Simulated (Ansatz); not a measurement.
Crystal: Sc.

```
CELL_PARAMETERS angstrom
3.20196 0.00000 0.00000
1.50211 2.84414 0.00000
1.54899 0.92645 2.67418
ATOMIC_POSITIONS crystal
Sc 0.00000 0.00000 0.00000
```

This isn't the form of Sc at room conditions, which is hcp.

```yaml
Program: Ansatz 0.2.0
Task: relaxation of cell and atoms
Functional: revPBE
Potentials_or_basis: Ansatz PAW
Cutoff: "420 eV (not typed: the program's choice for these potentials)"
k_mesh: 10 × 10 × 10
Occupations: fermi-dirac, width 0.05 eV
Spin: no spin polarisation
```

At the start: volume 24.35 Å³/atom.

Question: How do energy, volume and symmetry change on relaxing?

Answer: It ends after 6 steps and the volume is 25.44 Å³/atom (+4.5 %); space group Fm-3m (No. 225, to 0.05 Å).

The path:
```tsv
step	energy change (eV)	largest force (eV/Å)	volume (Å³)
1	0.0000	0.0000	24.35
2	-0.0116	0.0000	25.57
3	-0.0122	0.0000	25.48
4	-0.0123	0.0000	25.44
5	-0.0124	0.0000	25.44
6	-0.0126	0.0000	25.44
```

Final structure:
```xyz
1
Lattice="3.3003 0.0571 0.0135 1.5989 2.8877 0.0189 1.6244 0.9713 2.7064" Properties=species:S:1:pos:R:3 pbc="T T T"
Sc    0.0000    0.0000    0.0000
```

Caveat: the plane-wave basis is chosen anew once the cell has moved, so the energies of steps on either side of that aren't comparable; the PAW data sets come from PBE, with cores solved anew for the run's functional, which leaves a small shift of forces and pressure.
